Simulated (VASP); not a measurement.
Set up this calculation in VASP 6.6.1, as the native input.

```yaml
Task: single point
Functional: PBE
Potentials_or_basis: VASP PAW PBE potentials, release 64 (K_sv, F)
Cutoff: 520 eV
k_mesh: 6 × 6 × 4
Occupations: gaussian, width 0.01 eV
Spin: no spin polarisation
Dipole_correction: no
Further_INCAR_settings: ALGO = Normal; EDIFF = 1e-06; NBANDS = 24
```

The structure of KF lies in POSCAR:

```
KF
1.0
    4.4847157331      0.0000000000      0.0000000000
   -2.2423578666      3.8838777536      0.0000000000
    0.0000000000      0.0000000000      5.2716949952
K F
2 2
Direct
    0.3333333333      0.6666666667      0.2500000000
    0.6666666667      0.3333333333      0.7500000000
    0.6666666667      0.3333333333      0.2500000000
    0.3333333333      0.6666666667      0.7500000000
```

The cell was built by a generator and needn't be a form met in nature.

These files were run (other wordings do the same):

INCAR

```
SYSTEM = KF
PREC = Accurate
ENCUT = 520
EDIFF = 1E-6
ISMEAR = 0
SIGMA = 0.01
LREAL = .FALSE.
LASPH = .TRUE.
NELM = 100
ALGO = Normal
ISIF = 2
LWAVE = .FALSE.
LCHARG = .FALSE.
GGA = PE
NBANDS = 24
```

KPOINTS

```
regular mesh
0
G
  6 6 4
  0 0 0
```

Potentials or basis: VASP PAW PBE potentials, release 64 (K_sv, F).

Run with:

```bash
$ cat potpaw_PBE.64/K_sv/POTCAR potpaw_PBE.64/F/POTCAR > POTCAR
$ mpirun -np 1 vasp_std > vasp.out
```

Results of the run:

- Pressure: 1.3 GPa
- Band gap on the k mesh: 5.37 eV, direct

It took 32 s on 1 thread of Intel(R) Xeon(R) Platinum 8488C (Sapphire Rapids) (shared host), peak memory 0.23 GiB.
